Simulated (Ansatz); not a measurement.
# Si (hcp type): how the settings move a single-point run

How sensitive is a single-point run of Si (hcp type) to its settings? A reference run comes first, then one run with altered input.

Computed with Ansatz 0.2.0 (reference: DFT, PBEsol, all-electron PAW with datasets made for the crystal, scalar-relativistic, unless a step's input says otherwise).

### 1 The starting structure

The structure is hexagonal, space group P6_3/mmc (No. 194). Conventional cell: a = 1.994 Å, b = 1.994 Å, c = 3.243 Å, α = 90.00°, β = 90.00°, γ = 120.00°. Si (site symmetry -6m2) has 12 Si at 1.99 Å in its first shell of neighbours.

Coordinates:

```cif
data_structure
_symmetry_space_group_name_H-M 'P6_3/mmc'
_symmetry_Int_Tables_number 194
_cell_length_a 1.9939
_cell_length_b 1.9939
_cell_length_c 3.2428
_cell_angle_alpha 90.000
_cell_angle_beta 90.000
_cell_angle_gamma 120.000
_cell_volume 11.16
loop_
_atom_site_label
_atom_site_type_symbol
_atom_site_symmetry_multiplicity
_atom_site_Wyckoff_symbol
_atom_site_fract_x
_atom_site_fract_y
_atom_site_fract_z
_atom_site_occupancy
Si1 Si 2 c 0.33333 0.66667 0.25000 1
```

### 2 Reference

The input, input.yaml:

```yaml
crystal:
  lattice:
    - [1.9938877819, 0.0, 0.0]
    - [-0.9969438909, 1.7267574714, 0.0]
    - [0.0, 0.0, 3.2428145848]
  atoms:
    - { symbol: Si, position: [0.3333333333, 0.6666666667, 0.25] }
    - { symbol: Si, position: [0.6666666667, 0.3333333333, 0.75] }
kpoints:
  mp_grid: { grid: [17, 17, 9] }
scf:
  occupations: { method: fermi_dirac, width: 0.08 }
hamiltonian:
  xc: pbesol
  pseudopotentials: { kind: all_electron, datasets: crystal }
output:
  forces: true
  stress: true
  eigenvalues: true
```

Run with:

```bash
> ansatz run input.yaml --threads 1 --pin off --max-ram 2048MiB --backend cpu --events-out ev --progress --plain --runs-dir out
```

### 3 Changing settings: dr2_threshold 1.0e-09

Changes to input.yaml since step 2:

```diff
@@ -12,2 +12,3 @@
   occupations: { method: fermi_dirac, width: 0.08 }
+  convergence: { dr2_threshold: 1.0e-09 }
 hamiltonian:
```

What does the calculation give? Wanted: for each run, ending; energy change; pressure; gap; force.

As calculated:

```tsv
run	ending	energy change	pressure (GPa)	gap (eV)	force (eV/Å)	cycles	time
reference	converged	0	643.0	0.00	0.00	6	6.2 s
1: dr2_threshold 1.0e-09	converged	0.0 meV/atom	643.0	0.00	0.00	7	6.7 s
```

Residual by cycle in the longest SCF loop of each run; runs are numbered as in the table. The quantity is the density residual dr2, in eV.

```tsv
cycle	reference	run 1
1	0.342	0.342
2	0.147	0.147
3	0.0033	0.0033
4	2.7e-5	2.7e-5
5	4.2e-7	4.2e-7
6	8.0e-9	8.4e-9
7	-	1.1e-10
```

**Reading.** The changed convergence setting doesn't alter the result here (within 0.5 meV/atom). Cost: 7 SCF cycles against 6. The structure is not at rest: the sound run finds 643 GPa, so these are no properties of the relaxed crystal. 
